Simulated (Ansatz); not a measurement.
# SiO2 — O-17 NMR of the central transition

Cell: a Materials Project structure (computed, not necessarily an observed phase), taken as it stands.

Space group I-42m (No. 121); a = 9.1596, c = 8.2312 Å.

```csv
site,Wyckoff,site symmetry,x,y,z
Si,16j,1,0.7949,0.4372,0.3183
O9,8f,.2.,0.0000,0.2833,0.0000
O10,8i,..m,0.8546,0.1454,0.7713
O11,16j,1,0.9302,0.3231,0.3076
```

One atom of each set is listed; the run and its k-mesh use a cell of 24 atoms with edges of 7.67, 7.67, 7.67 Å.

All values are calculated (Ansatz; DFT, PBE, plane waves and PAW (field gradients read without the response of the frozen cores, which leaves them typically 4 to 6 % off), scalar-relativistic, 420 eV cutoff, Γ-centred 4×4×4 k-points, Fermi–Dirac smearing 0.02 eV), not measured.

O-17 has I = 5/2 and Q = -25.58 mb (Pyykkö 2018); at 35.2 T its Larmor frequency is ν₀ = 203.3 MHz. Only the quadrupole interaction is simulated: positions count from each site's isotropic chemical shift, and J coupling is left out, as are shift anisotropy and dipolar coupling, which fast spinning averages.

Question: What does the O-17 spectrum (fast magic-angle spinning) show for each site?

Answer: 

```json
{"site": "O9", "first shell": "2 Si at 1.61 Å, angle 172°", "C_Q (MHz)": "-6.47", "η": "0.02", "P_Q (MHz)": "6.47", "δ_QIS (ppm)": "-6.09", "breadth (kHz)": "2.67"}
{"site": "O10", "first shell": "2 Si at 1.61 Å, angle 138°", "C_Q (MHz)": "-5.78", "η": "0.31", "P_Q (MHz)": "5.87", "δ_QIS (ppm)": "-5.01", "breadth (kHz)": "2.34"}
{"site": "O11", "first shell": "2 Si at 1.62 Å, angle 135°", "C_Q (MHz)": "-5.69", "η": "0.24", "P_Q (MHz)": "5.74", "δ_QIS (ppm)": "-4.79", "breadth (kHz)": "2.21"}
```

δ_QIS = −(ν_Q²/30ν₀²)[I(I+1) − 3/4](1 + η²/3) × 10⁶ ppm with ν_Q = 3|C_Q|/[2I(2I−1)]; it falls as 1/B₀² in ppm, and the breadth as 1/B₀ in kHz.

At O10 and O11 V_zz runs parallel to the line that joins its two neighbours (within 1°) in each case. At O9 V_zz points along the line of its two bonds (within 1°).

At this cell the principal stresses reach 5 GPa in size with PBE, which can matter for small gradients. The largest force is 0.4 eV/Å, so the atoms aren't at the calculated equilibrium and relaxing them would move these values.
